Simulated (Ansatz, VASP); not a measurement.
Na in VASP and in Ansatz

```
Na
1.0
    -2.14100    2.14100    2.14100
     2.14100   -2.14100    2.14100
     2.14100    2.14100   -2.14100
Na
1
Direct
  0.00000 0.00000 0.00000
```

Alike in both runs: task single point; functional PBEsol; k mesh 9 × 9 × 9; occupations gaussian, width 0.05 eV; no spin polarisation.

|  | VASP | Ansatz |
| --- | --- | --- |
| version | VASP 6.6.1 | Ansatz 0.2.0 |
| potentials or method | VASP PAW PBE potentials, release 64 (Na_pv), cutoff 520 eV | all-electron LAPW, scalar-relativistic |

|  | VASP | Ansatz | Ansatz less VASP |
| --- | --- | --- | --- |
| gap on the k mesh at the Fermi level (eV) | none | none | - |
| pressure (GPa) | -0.6 | -0.5 | +0.01 |

A gap of «none» marks a metal or a gap that the smearing closes. Ansatz ran all-electron here, so the differences hold the error of VASP's frozen core and of both bases.

Caveats: the PAW data sets were made with another functional, which shifts forces and pressure a little (VASP).
